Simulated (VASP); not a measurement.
Set up this calculation in VASP 6.6.1, as the native input.

- Task: relaxation of cell and atoms
- Functional: r2SCAN
- Potentials or basis: VASP PAW PBE potentials, release 64 (Cu, I)
- Cutoff: 600 eV
- k mesh: 8 × 8 × 8
- Occupations: gaussian, width 0.03 eV
- Spin: no spin polarisation
- Further INCAR settings: ALGO = Normal; EDIFF = 1e-06; IBRION = 2; EDIFFG = -0.01; NSW = 90; ISIF = 3

The structure of CuI (Marshite) lies in POSCAR:

```
CuI
1.0
    0.0000000000      3.0315000000      3.0315000000
    3.0315000000      0.0000000000      3.0315000000
    3.0315000000      3.0315000000      0.0000000000
Cu I
1 1
Direct
    0.2500000000      0.2500000000      0.2500000000
    0.0000000000      0.0000000000      0.0000000000
```

These files were run (other wordings do the same):

INCAR

```
SYSTEM = CuI
PREC = Accurate
ENCUT = 600
EDIFF = 1E-6
ISMEAR = 0
SIGMA = 0.03
LREAL = .FALSE.
LASPH = .TRUE.
NELM = 80
ALGO = Normal
ISIF = 3
LWAVE = .FALSE.
LCHARG = .FALSE.
METAGGA = R2SCAN
LMIXTAU = .TRUE.
IBRION = 2
NSW = 90
EDIFFG = -0.01
```

KPOINTS

```
Automatic mesh
0
G
  8 8 8
  0 0 0
```

Potentials or basis: VASP PAW PBE potentials, release 64 (Cu, I).

Launch:

```bash
$ cat potpaw_PBE.64/Cu/POTCAR potpaw_PBE.64/I/POTCAR > POTCAR
$ mpirun -np 1 vasp_std > vasp.out
```

Results of the run:

```
Relaxed volume                         : 27.28 Å³/atom
Relaxed cell                           : a = 4.257 Å, b = 4.257 Å, c = 4.257 Å, α = 60.00°, β = 60.00°, γ = 60.00°
Space group after relaxing (to 0.05 Å) : F-43m (No. 216)
Energy gained by relaxing              : 1.5 meV/atom
Ionic steps                            : 2
Pressure after relaxing                : 0.0 GPa
Band gap on the k mesh                 : 1.68 eV, direct
```

Caveat: the PAW data sets were made with another functional, which shifts forces and pressure a little; spin-orbit coupling is left out, which moves the levels of the heavy elements.

Wall time 3 min on 1 thread of Intel(R) Xeon(R) Platinum 8488C (Sapphire Rapids) (shared host), peak memory 0.23 GiB.
